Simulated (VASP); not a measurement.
## Ge (strained diamond), r²SCAN single-point calculation: Ansatz's output and VASP's

```
Ge
1.0
     0.05939    2.89626    2.89626
     2.89626    0.05939    2.89626
     2.89626    2.89626    0.05939
Ge
2
Direct
  0.00109 0.00109 0.00109
  0.24891 0.24891 0.24891
```

Ansatz printed

```
SCF 1 converged in 6 iterations: F = -8605.783946 eV  dr2 = 6.95e-10
  greatest PAW one-centre occupation: 0.998 electrons in one spin orbital (limit 2), on the Ge atom at site 1 (counted from 0), in its partial waves of l = 2
NSCF: frozen V_eff on 6 k-points
SCF converged after 6 iterations
Free energy (F): -8605.783946 eV
Harris-Foulkes:  -8605.783946 eV  (|F-HF|=1.42e-9)
Internal energy: -8605.783825 eV  (E = F + TS)
E sigma→0 (E₀):  -8605.783885 eV
Entropy (-TS):   -0.000121 eV (-0.060 meV/atom)
Fermi energy:    7.946876 eV
--- Per-component energies (eV) ---
  E_band       = -330.144479
  E_kinetic    = 221.115986
  E_local      = -5000.404863  (includes V_loc(G=0)·N_el)
  E_nonlocal   = 839.523724
  E_hartree    = 2193.963626
  E_xc         = -137.747818
  E_vxc        = -135.197990  (∫ρ·V_xc dr)
  E_paw        = -4067.958613  (= ΣΔE_a)
  E_vpaw       = -650.730616  (= ΣTr[D̂ρ^β])
  E_aug_tail   = 0.000028  (compensation charges beyond the density's cutoff)
  E_vtau       = 7.621996  (kinetic-family band-sum trace: ∫τ·v_τ [+ j·A + Jᵃ·Aᵃ] dr)
  E_ewald      = -2652.104364
  E_core_change = -2.171532  (= ΣΔE_core)
  E_smearing   = -0.000121  (= −TS)
  E_closure    = 0.000000  (closes the sum)
  Σ components = -8605.783946   (vs F -8605.783946, Δ=0.00e0)
--- Forces (eV/Å), atoms counted from 1 ---
  atom   1  Ge     0.00009238     0.00009238     0.00009238
  atom   2  Ge    -0.00009238    -0.00009238    -0.00009238
  max |Σ_I F_I| component: 9.24e-18 eV/Å
--- Stress (GPa, compression-positive) ---
       -1.913392      -1.289238      -1.289238
       -1.289238      -1.913392      -1.289238
       -1.289238      -1.289238      -1.913392
  P = ⅓ Tr σ = -1.9134 GPa (-19.134 kbar)
--- Band table (eV; the first three rows and the last of 65) ---
  k-point 0: bands = ["-17.5053", "-17.5053", "-17.4819", "-17.4610", "-17.4610", "-17.2800", "-17.2530", "-17.2530", "-17.2465", "-17.2465", "-5.1302", "7.7075", "7.8779", "7.9458", "7.9458", "10.4246", "10.6840", "10.6840"]
  k-point 1: bands = ["-17.5113", "-17.5041", "-17.4904", "-17.4505", "-17.4483", "-17.2842", "-17.2682", "-17.2589", "-17.2408", "-17.2341", "-4.9341", "5.5391", "7.4028", "7.5927", "8.9024", "10.8891", "11.1399", "11.6311"]
  k-point 2: bands = ["-17.5191", "-17.5075", "-17.4905", "-17.4329", "-17.4323", "-17.2900", "-17.2848", "-17.2685", "-17.2351", "-17.2239", "-4.3654", "3.1392", "6.8582", "7.0094", "8.5818", "11.5553", "11.7709", "13.7715"]
  k-point 64: bands = ["-17.5288", "-17.5288", "-17.4790", "-17.4255", "-17.4255", "-17.2857", "-17.2857", "-17.2838", "-17.2169", "-17.2169", "-3.1879", "0.1782", "6.6093", "6.6093", "8.5247", "11.9724", "11.9724", "15.6935"]
```

The two codes use different PAW datasets and cutoffs. VASP's cell holds 28 valence electrons and Ansatz's 28. Ansatz's stress includes a Pulay correction; VASP's doesn't.

Task: What does VASP give for the same cell and level of theory?

Result: gap between bands v and c 0.00 eV; least direct gap 0.00 eV; pressure -1.9 GPa.

From OUTCAR

```
k-points           NKPTS =     65   k-points in BZ     NKDIM =     65   number of bands    NBANDS=     21

   NELECT =      28.0000    total number of electrons

   dimension x,y,z NGX =    30 NGY =   30 NGZ =   30
   dimension x,y,z NGXF=    60 NGYF=   60 NGZF=   60

  energy-cutoff  :      520.00
  volume of cell :       47.10
      direct lattice vectors                 reciprocal lattice vectors
     0.059385219  2.896258731  2.896258731    -0.178038960  0.174461776  0.174461776
     2.896258731  0.059385219  2.896258731     0.174461776 -0.178038960  0.174461776
     2.896258731  2.896258731  0.059385219     0.174461776  0.174461776 -0.178038960

 k-points in reciprocal lattice and weights: KPOINTS created by Atomic Simulation Env
   0.00000000  0.00000000  0.00000000       0.002
   0.12500000  0.00000000  0.00000000       0.012
   0.25000000  0.00000000  0.00000000       0.012
   0.37500000  0.00000000  0.00000000       0.012
   0.50000000  0.00000000  0.00000000       0.006
   0.12500000  0.12500000  0.00000000       0.012
   0.25000000  0.12500000  0.00000000       0.023
   0.37500000  0.12500000  0.00000000       0.023
   ...

 E-fermi :   4.5040

 k-point     1 :       0.0000    0.0000    0.0000
  band No.  band energies     occupation
      1     -21.0242      2.00000
      2     -21.0242      2.00000
      3     -21.0009      2.00000
      4     -20.9799      2.00000
      5     -20.9799      2.00000
      6     -20.8011      2.00000
      7     -20.7744      2.00000
      8     -20.7744      2.00000
      9     -20.7670      2.00000
     10     -20.7670      2.00000
     11      -8.5765      2.00000
     12       4.2645      1.99999
     13       4.4017      1.98809
     14       4.5041      0.99918
     15       4.5041      0.99913
     16       6.9712      0.00000
     17       7.2300      0.00000
     18       7.2300      0.00000
     19      11.3889      0.00000
     20      14.2657      0.00000
     21      14.2657      0.00000

 k-point     2 :       0.1250    0.0000    0.0000
  band No.  band energies     occupation
      1     -21.0301      2.00000
      2     -21.0230      2.00000
      3     -21.0093      2.00000
      4     -20.9696      2.00000
      5     -20.9674      2.00000
      6     -20.8051      2.00000
      7     -20.7890      2.00000
      8     -20.7802      2.00000
      9     -20.7617      2.00000
     10     -20.7553      2.00000
     11      -8.3805      2.00000
     12       2.0856      2.00000
     13       3.9592      2.00000
     14       4.1501      2.00000
     15       5.4387      0.00000
     16       7.4365      0.00000
     17       7.6865      0.00000
     18       8.1762      0.00000
     19      12.3103      0.00000
     20      13.3337      0.00000
     21      13.4698      0.00000

 k-point     3 :       0.2500    0.0000    0.0000
  band No.  band energies     occupation
      1     -21.0379      2.00000
      2     -21.0263      2.00000
      3     -21.0096      2.00000
      4     -20.9521      2.00000
      5     -20.9515      2.00000
      6     -20.8105      2.00000
      7     -20.8053      2.00000
      8     -20.7898      2.00000
      9     -20.7562      2.00000
     10     -20.7454      2.00000
     11      -7.8121      2.00000
     12      -0.3110      2.00000
     13       3.4140      2.00000
     14       3.5661      2.00000
     15       5.1194      0.00000
     16       8.1039      0.00000
     17       8.3186      0.00000
     18      10.3124      0.00000
     19      12.8977      0.00000
     20      13.0458      0.00000
     21      13.3177      0.00000

 k-point     4 :       0.3750    0.0000    0.0000
  band No.  band energies     occupation
      1     -21.0416      2.00000
      2     -21.0302      2.00000
      3     -21.0032      2.00000
      4     -20.9448      2.00000
      5     -20.9382      2.00000
      6     -20.8158      2.00000
      7     -20.8113      2.00000
      8     -20.7985      2.00000
      9     -20.7544      2.00000
     10     -20.7405      2.00000
     11      -6.9799      2.00000
     12      -2.3068      2.00000
     13       3.0339      2.00000
     14       3.1489      2.00000
     15       4.7584      0.00001
     16       8.3172      0.00000
     17       8.4645      0.00000
     18      12.0438      0.00000
     19      13.0336      0.00000
     20      14.2184      0.00000
     21      14.6120      0.00000

 ...

  Total       -0.5675635     -0.5675635     -0.5675635     -0.3814993     -0.3814993     -0.3814993
  in kB      -19.3084748    -19.3084748    -19.3084748    -12.9785830    -12.9785830    -12.9785830
  external PRESSURE =     -19.3084748 kB  Pullay stress =       0.0000000 kB

 POSITION                                       TOTAL-FORCE (eV/Angst)
 -----------------------------------------------------------------------------------
      0.00639      0.00639      0.00639        -0.000128     -0.000128     -0.000128
      1.45659      1.45659      1.45659         0.000128      0.000128      0.000128
 -----------------------------------------------------------------------------------
    total drift:                                0.000000      0.000000      0.000000

  FREE ENERGIE OF THE ION-ELECTRON SYSTEM (eV)
  ---------------------------------------------------
  free  energy   TOTEN  =       -27.7156055137 eV

  energy  without entropy=      -27.7154905734  energy(sigma->0) =      -27.71554804
```
